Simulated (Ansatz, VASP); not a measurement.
## Si2HF (H-SiSi-F chair bilayer, AB) in two plane-wave programs

Wanted: the spread between two codes on one cell, functional and k mesh. Of the first pair: The structure shown is the start of the Ansatz relaxation below; VASP solves that cell, so the two are compared at the walk's first step.

Program: Ansatz 0.2.0. Level of theory: plane waves, with VASP 6.6.1 beside it; single point at LDA. Results are calculated unless marked as measured.

### 1. The starting structure

The cell holds 8 atoms: 2 F, 4 Si and 2 H. Cell: a = 3.663 Å, b = 3.663 Å, c = 44.160 Å, α = 90.0°, β = 90.0°, γ = 120.0°. Vacuum lies along c. The height across the vacuum is the one that the program set for its solve, not the one typed.

### 2. Ansatz: relaxation, LDA

Ansatz runs on its default PAW (the set named soft_2) files.

The two programs are compared at the cell with which this relaxation starts, whose forces are those of its first step.

Contents of input.yaml:

```yaml
crystal:
  lattice:
    - [3.663, 0.0, 0.0]
    - [-1.8315, 3.1722510541, 0.0]
    - [0.0, 0.0, 28.18]
  atoms:
    - { symbol: F, position: [0.6666666667, 0.3333333333, 0.3193754436] }
    - { symbol: Si, position: [0.6666666667, 0.3333333333, 0.378992193] }
    - { symbol: Si, position: [0.3333333333, 0.6666666667, 0.4052519517] }
    - { symbol: H, position: [0.3333333333, 0.6666666667, 0.4556422995] }
    - { symbol: F, position: [0.0, 0.0, 0.5443577005] }
    - { symbol: Si, position: [0.0, 0.0, 0.60397445] }
    - { symbol: Si, position: [0.6666666667, 0.3333333333, 0.6302342087] }
    - { symbol: H, position: [0.6666666667, 0.3333333333, 0.6806245564] }
  periodic: [true, true, false]
kpoints:
  mp_grid: { grid: [12, 12, 1] }
hamiltonian:
  xc: lda
scf:
  occupations: { method: fermi_dirac, width: 0.05 }
  convergence: { dr2_threshold: 1.0e-09 }
relax:
  f_tol: 0.004
  max_steps: 90
  cell: {}
output:
  write_potential: true
  write_density: true
  volumetric_format: npy
```

On the command line:

```sh
> ansatz run input.yaml --threads 2 --pin off --max-ram 3072MiB --backend cpu --events-out ev --progress --plain --runs-dir out
```

Numbers of over 12 decimals in the logs are rounded to 6 here.

Log:

```text
Warning: crystal.periodic: the lattice vector that does not repeat stood 0.000° off the slab's normal, 28.180 Å along it as the deck builds it. The run solves the slab on a vector along the normal, 44.160 Å long, with every atom where it was (on the deck's vector they left 18.00 Å outside them, and the widest stretch free of ions among them is 2.50 Å). A fractional position that the run reports is one of the run's ce [...]
Warning: relax.cell: scf.convergence.dr2_threshold = 1e-9 eV is looser than the 1.96448023317e-10 eV advised for a relaxation that steers and ends on the stress (1e-10 eV for each atom of the cell: 8, times the square of relax.cell.stress_2d_tol = 0.05 N/m over 20.2 Å (the atoms' height at the walk's start and 5 Å past either face), 2.478e-2 GPa, over a crystal's default 0.05). What an SCF threshold leaves in a stress goes as its square root, and in the free energy as the threshold itself, and one threshold admits the most on a small cell: [figures from the program's tests cut] Set scf.convergence.dr2_threshold to 1.96448023317e-10 eV or tighter. [rest of the remark cut]
crystal.periodic: the lattice vector that does not repeat stood 0.000° off the slab's normal, 28.180 Å along it as the deck builds it. The run solves the slab on a vector along the normal, 44.160 Å long, with every atom where it was (on the deck's vector they left 18.00 Å outside them, and the widest stretch free of ions among them is 2.50 Å). A fractional position that the run reports is one of the run's cell, which [...]
Engine: ansatz 0.2.0, aarch64-unknown-linux-gnu
Pseudopotentials: kind: paw
Pseudopotential: F, paw, valence charge 7, recommended cutoff 420 eV (normal), F.paw.azcp
Pseudopotential: Si, paw, valence charge 4, recommended cutoff 420 eV (normal), Si.paw.azcp
Pseudopotential: H, paw, valence charge 1, recommended cutoff 420 eV (normal), H.paw.azcp
[...]
SCF iter   5: F=—  HF=-4054.039056 eV  |F-HF|=—  |Δ(HF+E_count)|=   5.37e-6  Δρ=8.37e-6  dr2=1.41e-6  ethr=1.35e-7  ⟨swp⟩=2.4  Hψ=614  notcnv=0
SCF iter   6: F=—  HF=-4054.039048 eV  |F-HF|=—  |Δ(HF+E_count)|=   7.41e-6  Δρ=2.23e-6  dr2=3.72e-8  ethr=4.40e-9  ⟨swp⟩=3.4  Hψ=849  notcnv=0
SCF iter   7: F=—  HF=-4054.039048 eV  |F-HF|=—  |Δ(HF+E_count)|=   3.81e-9  Δρ=1.02e-6  dr2=3.19e-9  ethr=1.16e-10  ⟨swp⟩=3.2  Hψ=930  notcnv=0
SCF iter   8: F=-4054.039048 eV  HF=-4054.039048 eV  |F-HF|=2.28e-10  |Δ(HF+E_count)|=   2.53e-9  Δρ=3.32e-7  dr2=6.33e-10  ethr=3.13e-12  ⟨swp⟩=11.5  Hψ=3281  notcnv=0
SCF 13 converged in 8 iterations: F = -4054.039048 eV  dr2 = 6.33e-10
relax step  13: F+E_penalty+E_count = -4054.03904843 eV  Δ(F+E_penalty+E_count) = +2.384e-4 eV  max|allowed force component| = 1.733e-3 eV/Å  Δτ_max = 0.0060 Å  P = -0.001 N/m  Ω = 572.259 Å³  energy of the carried Pulay correction = -2.956e-3 eV  fix = [c, alpha, beta]  reactions: c -0.000 N/m  (8 SCF iters, accepted)
iter 1 solved again at ethr=9.07e-7 eV; its pass at ethr=3.10e-3 eV (dr2=2.90e-4 eV) is discarded
SCF iter   1: F=—  HF=-4054.041646 eV  |F-HF|=—  |Δ(HF+E_count)|=         —  Δρ=4.77e-5  dr2=1.52e-6  ethr=9.07e-7  ⟨swp⟩=4.6  Hψ=5725  notcnv=0
preconditioner: auto → LDOS  [insulator: Δε(μ)=0.253 eV  Ē_g=9.277 eV  σ=0.050 eV  W_gap=0.66  n_scr=22 (ndim 8)  ℏωp=8.2 eV  f_vac=0.746  D(μ)=0.25/eV (n_scr^D=2)  ε∞_Penn≈1.8  β→1.0]
SCF iter   2: F=—  HF=-4054.042086 eV  |F-HF|=—  |Δ(HF+E_count)|=   4.40e-4  Δρ=3.19e-5  dr2=3.60e-6  ethr=4.75e-9  ⟨swp⟩=3.8  Hψ=1296  notcnv=0
SCF iter   3: F=—  HF=-4054.042085 eV  |F-HF|=—  |Δ(HF+E_count)|=   4.88e-7  Δρ=1.69e-5  dr2=1.45e-6  ethr=4.75e-9  ⟨swp⟩=2.1  Hψ=778  notcnv=0
SCF iter   4: F=—  HF=-4054.042085 eV  |F-HF|=—  |Δ(HF+E_count)|=   5.77e-7  Δρ=6.26e-6  dr2=1.75e-7  ethr=4.53e-9  ⟨swp⟩=2.6  Hψ=753  notcnv=0
SCF iter   5: F=—  HF=-4054.042085 eV  |F-HF|=—  |Δ(HF+E_count)|=   8.98e-8  Δρ=1.13e-6  dr2=5.31e-9  ethr=5.47e-10  ⟨swp⟩=2.6  Hψ=808  notcnv=0
SCF iter   6: F=-4054.042085 eV  HF=-4054.042085 eV  |F-HF|=5.18e-8  |Δ(HF+E_count)|=   1.07e-7  Δρ=2.20e-7  dr2=4.75e-10  ethr=3.13e-12  ⟨swp⟩=14.6  Hψ=4292  notcnv=0
SCF 14 converged in 6 iterations: F = -4054.042085 eV  dr2 = 4.75e-10
relax step  14: F+E_penalty+E_count = -4054.04208476 eV  Δ(F+E_penalty+E_count) = -3.036e-3 eV  max|allowed force component| = 2.232e-3 eV/Å  Δτ_max = 0.0000 Å  P = +0.016 N/m  Ω = 572.259 Å³  fix = [c, alpha, beta]  reactions: c +0.000 N/m  stress off target by 1.58e-2 N/m on what of the cell is left free  SCF on the basis re-selected at this cell (its energy is not comparable with the rows above)  (6 SCF iters)
basis re-selected at this cell: Δ(F+E_penalty+E_count) = -3.036e-3 eV, ΔP = +0.016 N/m vs the last step (what re-selecting the basis moved, of the pressure what is left beyond the Pulay correction that the steps carried, after the strain that the cell walked since its last selection, with what the two solves' SCF thresholds leave and, on support functions, any second-order correction that the steps lacked; it is no m [...]
WARN: The output density's exchange-correlation potential varies sharply where the density is thin. Do not read a vacuum level from v_tot or v_xc, or from such a field of the output density. On a cell that repeats whose density bears no net charge and no dipole along the vacuum's axis use v_es (v_loc + v_h of the components); under efield.dipole_correction with no amplitude use v_es + v_field, which holds any externa [...]
SCF converged after 6 iterations
Free energy (F): -4054.042085 eV
Harris-Foulkes:  -4054.042085 eV  (|F-HF|=5.18e-8)
Internal energy: -4054.039878 eV  (E = F + TS)
E sigma→0 (E₀):  -4054.040981 eV
Entropy (-TS):   -0.002207 eV (-0.276 meV/atom)
Fermi energy:    -5.088753 eV
--- Per-component energies (eV) ---
  E_band       = -429.030927
  E_kinetic    = 600.755557
  E_local      = -57002.983754  (includes V_loc(G=0)·N_el)
  E_nonlocal   = 262.058533
  E_hartree    = 28134.593315
  E_xc         = -390.785324
  E_vxc        = -410.771505  (∫ρ·V_xc dr)
  E_paw        = -2321.012601  (= ΣΔE_a)
  E_vpaw       = -147.278501  (= ΣTr[D̂ρ^β])
  E_aug_tail   = 0.001776  (compensation charges beyond the density's cutoff)
  E_ewald      = 26662.768793
  E_core_change = 0.563826  (= ΣΔE_core)
  E_smearing   = -0.002207  (= −TS)
  E_closure    = -0.000000  (closes the sum)
  Σ components = -4054.042085   (vs F -4054.042085, Δ=0.00e0)
--- Forces (eV/Å), atoms counted from 1 ---
  atom   1  F     -0.00000000     0.00000000    -0.00231512
  atom   2  Si     0.00000000    -0.00000000     0.00146481
  atom   3  Si     0.00000000     0.00000000     0.00058026
  atom   4  H      0.00000000     0.00000000     0.00004390
  atom   5  F      0.00000000     0.00000000    -0.00120527
  atom   6  Si     0.00000000    -0.00000000     0.00197020
  atom   7  Si     0.00000000     0.00000000    -0.00061583
  atom   8  H      0.00000000     0.00000000    -0.00058518
  max |Σ_I F_I| component: 6.62e-4 eV/Å
--- 2D stress c σ (N/m, compression-positive) ---
        0.015814       0.000000      -0.000000
       -0.000000       0.015814       0.000000
       -0.000000       0.000000       0.000000
  P = ½ c Tr σ = 0.0158 N/m
--- Band table (eV; the first three rows and the last of 19) ---
  k-point 0: bands = ["-30.8452", "-29.2146", "-17.1860", "-15.6098", "-13.7511", "-12.0475", "-11.8575", "-11.8575", "-10.7786", "-10.2091", "-10.2091", "-9.0714", "-6.7132", "-6.7132", "-5.1371", "-5.1250", "-5.1250", "-3.5740", "-2.8877", "-2.8793", "-2.8793", "-1.6433", "-1.2926", "-1.2926"]
  k-point 1: bands = ["-30.8434", "-29.2129", "-17.1152", "-15.5394", "-13.7470", "-12.0652", "-11.8881", "-11.8676", "-10.7461", "-10.2518", "-10.2189", "-9.0477", "-7.3305", "-6.8556", "-5.7413", "-5.2669", "-4.7760", "-3.2220", "-3.0167", "-2.5924", "-2.5839", "-1.5390", "-1.3764", "-1.0775"]
  k-point 2: bands = ["-30.8386", "-29.2083", "-16.9057", "-15.3311", "-13.7429", "-12.1360", "-11.9463", "-11.8956", "-10.6948", "-10.3609", "-10.2464", "-9.0211", "-8.3495", "-7.1760", "-6.7567", "-5.5861", "-4.4719", "-3.2426", "-2.8671", "-2.0421", "-1.8173", "-1.5542", "-1.1664", "-0.7027"]
  k-point 18: bands = ["-30.8152", "-29.1861", "-14.8543", "-14.5163", "-13.2100", "-13.0258", "-12.3547", "-12.0564", "-11.8709", "-10.7517", "-10.3978", "-10.2374", "-9.7177", "-9.3707", "-8.1025", "-7.7546", "-3.1641", "-2.1239", "-1.6506", "-1.2506", "-0.3986", "-0.2484", "0.3366", "0.4242"]
  the weakly bound empty levels are not read free of the cell's end (no_gap_told)
--- Relaxed structure (12 steps of the walk, 12 accepted, 2 SCFs on fresh bases) ---
  F+E_penalty+E_count = -4054.04208476 eV   max|allowed force component| = 2.232e-3 eV/Å   (the final SCF, on the basis selected at the relaxed cell)
  cell:  # Å, volume = 572.2595 Å³
    - [3.868269, 0, 0]
    - [-1.934134, 3.350019, 0]
    - [0, 0, 44.159999997408]
  atoms:
    - { symbol: F, position: [0.666667, 0.333333, 0.218342] }
    - { symbol: Si, position: [0.666667, 0.333333, 0.254578] }
    - { symbol: Si, position: [0.333333, 0.666667, 0.270439] }
    - { symbol: H, position: [0.333333, 0.666667, 0.304461] }
    - { symbol: F, position: [1.6006211279509565e-17, -4.625929269810016e-18, 0.335502] }
    - { symbol: Si, position: [1.4484238457864245e-17, -4.625929269810026e-18, 0.371840] }
    - { symbol: Si, position: [0.666667, 0.333333, 0.387540] }
    - { symbol: H, position: [0.666667, 0.333333, 0.421610] }
```

The column dr2 measures how far the density is from self-consistency, as an energy; F and HF (Harris–Foulkes) agree once it is small.

### 3. VASP: single point, LDA, start cell, pair 1

The same cell, functional (in two slightly different forms), mesh and smearing now go to VASP, with its own data sets.

Lines of VASP's logs that name or quote its potential files are left out, and so is its time.

Contents of INCAR:

```
SYSTEM = Si2HF
PREC = Accurate
ENCUT = 520
EDIFF = 1E-06
NELM = 120
ISMEAR = -1
SIGMA = 0.05
LREAL = .FALSE.
ALGO = Normal
GGA = PW92
NBANDS = 24
LORBIT = 11
LWAVE = .FALSE.
LCHARG = .FALSE.
ISIF = 2
LDIPOL = .TRUE.
IDIPOL = 3
DIPOL = 0.5 0.5 0.321
LVHAR = .TRUE.
LASPH = .TRUE.
GGA_COMPAT = .FALSE.
NELMDL = -8
KPAR = 2
```

Contents of POSCAR:

```
Si2HF
1.0
    3.6630000000      0.0000000000      0.0000000000
   -1.8315000000      3.1722510000      0.0000000000
    0.0000000000      0.0000000000     44.1600000000
F Si H
2 4 2
Direct
    0.6666666667      0.3333333333      0.2038043478
    0.0000000000      1.0000000000      0.3473731884
    0.6666666667      0.3333333333      0.2418478261
    0.3333333334      0.6666666666      0.2586050725
    0.0000000000      1.0000000000      0.3854166667
    0.6666666667      0.3333333333      0.4021739130
    0.3333333334      0.6666666666      0.2907608696
    0.6666666667      0.3333333333      0.4343297101
```

Contents of KPOINTS:

```
Automatic mesh
0
Gamma
12 12 1
0 0 0
```

Potentials, in the order of the species: F, Si and H (LDA family, release 64).

On the command line:

```sh
> mpirun -np 2 vasp_std
```

Log:

```text
[banner, memory and clock lines left out]
running    2 mpi-ranks, on    1 nodes
 distrk:  each k-point on    1 cores,    2 groups
 distr:  one band on    1 cores,    1 groups

 POSCAR found type information on POSCAR F SiH
 POSCAR found :  3 types and       8 ions
|                                                                             |
|               ----> ADVICE to this user running VASP <----                  |
|                                                                             |
|     You enforced a specific xc type in the INCAR file but a different       |
|     [... a line on the potential file left out ...]
|     I HOPE YOU KNOW WHAT YOU ARE DOING!                                     |
|                                                                             |

 LDA part: xc-table for (Slater(with rela. corr.)+PW92), standard interpolation
 POSCAR, INCAR and KPOINTS ok, starting setup
 FFT: planning ... GRIDC
 FFT: planning ... GRID_SOFT
 FFT: planning ... GRID
 WAVECAR not read
 entering main loop
       N       E                     dE             d eps       ncg     rms          rms(c)
DAV:   1     0.238139053238E+03    0.23814E+03   -0.10854E+04  1016   0.934E+02
DAV:   2    -0.428759831796E+01   -0.24243E+03   -0.22977E+03  1432   0.202E+02
DAV:   3    -0.426087228272E+02   -0.38321E+02   -0.37911E+02  1152   0.927E+01
DAV:   4    -0.436052912170E+02   -0.99657E+00   -0.99406E+00  1152   0.172E+01
DAV:   5    -0.436276958507E+02   -0.22405E-01   -0.22393E-01  1240   0.255E+00
DAV:   6    -0.436283362126E+02   -0.64036E-03   -0.64030E-03  1200   0.391E-01
DAV:   7    -0.436283616460E+02   -0.25433E-04   -0.25432E-04  1248   0.751E-02
DAV:   8    -0.436283627585E+02   -0.11125E-05   -0.11121E-05  1056   0.137E-02    0.124E+01
DAV:   9    -0.415395442930E+02    0.20888E+01   -0.51024E+00  1104   0.179E+01    0.728E+00
DAV:  10    -0.411305754918E+02    0.40897E+00   -0.77868E-01  1160   0.548E+00    0.283E+00
DAV:  11    -0.410281659760E+02    0.10241E+00   -0.24191E-01  1200   0.277E+00    0.673E-01
DAV:  12    -0.410216014003E+02    0.65646E-02   -0.22339E-02  1240   0.101E+00    0.300E-01
DAV:  13    -0.410203065158E+02    0.12949E-02   -0.41819E-03  1208   0.531E-01    0.159E-01
DAV:  14    -0.410201977648E+02    0.10875E-03   -0.13733E-03  1136   0.255E-01    0.880E-02
[...]
DAV:  21    -0.410212939357E+02   -0.11461E-03   -0.55050E-06  1024   0.112E-02    0.269E-03
DAV:  22    -0.410213302719E+02   -0.36336E-04   -0.83441E-07   896   0.383E-03    0.206E-03
DAV:  23    -0.410213832949E+02   -0.53023E-04   -0.31613E-06   936   0.494E-03    0.102E-03
DAV:  24    -0.410213963261E+02   -0.13031E-04   -0.33070E-07   832   0.188E-03    0.603E-04
DAV:  25    -0.410214134223E+02   -0.17096E-04   -0.98088E-07   840   0.225E-03    0.422E-04
DAV:  26    -0.410214151671E+02   -0.17448E-05   -0.69618E-08   880   0.137E-03    0.267E-04
DAV:  27    -0.410214183535E+02   -0.31864E-05   -0.12904E-07   768   0.842E-04    0.121E-04
DAV:  28    -0.410214191495E+02   -0.79600E-06   -0.22532E-08   896   0.604E-04
   1 F= -.41021419E+02 E0= -.41018929E+02  d E =-.498049E-02
```

OUTCAR, selected parts (step 3):

```text
ion  position               nearest neighbor table
   1  0.667  0.333  0.204-   3 1.68
   2  0.000  0.000  0.347-   5 1.68
   3  0.667  0.333  0.242-   1 1.68   4 2.24   4 2.24   4 2.24
   4  0.333  0.667  0.259-   7 1.42   3 2.24   3 2.24   3 2.24
   5  0.000  0.000  0.385-   2 1.68   6 2.24   6 2.24   6 2.24
   6  0.667  0.333  0.402-   8 1.42   5 2.24   5 2.24   5 2.24
   7  0.333  0.667  0.291-   4 1.42
   8  0.667  0.333  0.434-   6 1.42

  LATTYP: Found a hexagonal cell.
 ALAT       =     3.6630000000
 C/A-ratio  =    12.0556920557

 Subroutine GETGRP returns: Found  6 space group operations
 (whereof  6 operations were pure point group operations)

The static configuration has the point symmetry C_3v.

 Found     19 irreducible k-points:

   k-points           NKPTS =     19   k-points in BZ     NKDIM =     19   number of bands    NBANDS=     24

   dimension x,y,z NGX =    28 NGY =   28 NGZ =  336
   dimension x,y,z NGXF=    56 NGYF=   56 NGZF=  672

   ENCUT  =  520.0 eV  38.22 Ry    6.18 a.u.   6.81  6.81 82.11*2*pi/ulx,y,z

   NELECT =      32.0000    total number of electrons

 k-points in reciprocal lattice and weights: Automatic mesh
   0.00000000  0.00000000  0.00000000       0.007
   0.08333333  0.00000000  0.00000000       0.042
   0.16666667 -0.00000000  0.00000000       0.042
   0.25000000 -0.00000000  0.00000000       0.042
   0.33333333 -0.00000000  0.00000000       0.042
   0.41666667 -0.00000000  0.00000000       0.042
   0.50000000 -0.00000000  0.00000000       0.021
   0.08333333  0.08333333  0.00000000       0.042
   0.16666667  0.08333333  0.00000000       0.083
[...]
0.33333333  0.25000000  0.00000000       0.083
   0.33333333  0.33333333  0.00000000       0.014

 dipolmoment           0.000000      0.000000     -0.296946 electrons x Angstroem

 average (electrostatic) potential at core
       1 -82.3363       2 -84.2160       3 -93.8408       4 -93.0772       5 -95.5034
       6 -94.7386       7 -39.7281       8 -41.5168

 E-fermi :  -3.0967

 k-point     1 :       0.0000    0.0000    0.0000
  band No.  band energies     occupation
    ...
     11      -7.4053      2.00000
     12      -7.4053      2.00000
     13      -4.7004      2.00000
     14      -4.7004      2.00000
     15      -3.2862      1.95578
     16      -3.0309      0.42257
     17      -3.0309      0.42257
     18      -1.5246      0.00000
     19      -0.9126      0.00000
     20      -0.8172      0.00000
    ...

 k-point     2 :       0.0833    0.0000    0.0000
  band No.  band energies     occupation
    ...
     12      -7.3442      2.00000
     13      -5.3596      2.00000
     14      -4.8787      2.00000
     15      -3.6839      1.99998
     16      -3.2076      1.80356
     17      -3.0048      0.27427
     18      -1.2339      0.00000
     19      -1.0295      0.00000
     20      -0.6144      0.00000
     21      -0.4691      0.00000
    ...

 k-point     3 :       0.1667   -0.0000    0.0000
  band No.  band energies     occupation
    ...
     12      -7.2947      2.00000
     13      -6.5035      2.00000
     14      -5.2679      2.00000
     15      -4.8143      2.00000
     16      -3.5934      1.99990
     17      -2.7314      0.00134
     18      -1.3136      0.00000
     19      -0.9611      0.00000
     20      -0.2569      0.00000
     21       0.3023      0.00000
    ...

  Total        7.2495004      7.2495002     -1.3232718     -0.0000000      0.0000000     -0.0000000
  in kB       22.6352417     22.6352409     -4.1316745     -0.0000000      0.0000000     -0.0000000
  external PRESSURE =      13.7129360 kB  Pullay stress =       0.0000000 kB

  energy-cutoff  :      520.00
  volume of cell :      513.14
      direct lattice vectors                 reciprocal lattice vectors
     3.663000000  0.000000000  0.000000000     0.273000273  0.157616784  0.000000000
    -1.831500000  3.172251000  0.000000000     0.000000000  0.315233568  0.000000000
     0.000000000  0.000000000 44.160000000     0.000000000  0.000000000  0.022644928

 POSITION                                       TOTAL-FORCE (eV/Angst)
 -----------------------------------------------------------------------------------
      1.83150      1.05742      9.00000         0.000000     -0.000000      2.013399
      0.00000      0.00000     15.34000         0.000000      0.000000      1.752204
      1.83150      1.05742     10.68000         0.000000     -0.000000     -2.599259
      0.00000      2.11483     11.42000        -0.000000      0.000000     -0.994835
      0.00000      0.00000     17.02000         0.000000      0.000000     -2.248961
      1.83150      1.05742     17.76000        -0.000000     -0.000000     -1.171206
      0.00000      2.11483     12.84000         0.000000     -0.000000      1.630269
      1.83150      1.05742     19.18000         0.000000      0.000000      1.618387
 -----------------------------------------------------------------------------------
    total drift:                               -0.000000      0.000000      0.000482

  FREE ENERGIE OF THE ION-ELECTRON SYSTEM (eV)
  ---------------------------------------------------
  free  energy   TOTEN  =       -41.0214191495 eV

  energy  without entropy=      -41.0164386598  energy(sigma->0) =      -41.01892890

 vacuum level on the upper side and lower side of the slab        -0.211         4.413

 total charge
# of ion       s       p       d       tot
------------------------------------------
    1        1.738   4.325   0.000   6.063
    2        1.737   4.330   0.000   6.067
    3        0.744   0.969   0.000   1.714
    4        0.766   1.106   0.000   1.872
    5        0.743   0.973   0.000   1.715
    6        0.763   1.108   0.000   1.871
    7        0.567   0.018   0.000   0.585
    8        0.572   0.018   0.000   0.589
--------------------------------------------------
tot          7.630  12.847   0.000  20.477

[... 3 further parts left out ...]
```

(Part 1 of 2 ends here.)

[Lines on the potential files, build, host, timing and source positions are cut from VASP's logs without a mark.]

[Logs are printed without paths, hosts, clocks, repeated set-up lines and the standing remarks that a program may print on its own settings, such as how far it seeks lower states.]

[Hosts, paths, dates, database ids (printed as entryN), source tags and the programs' standing remarks are cut or masked in the printed files.]
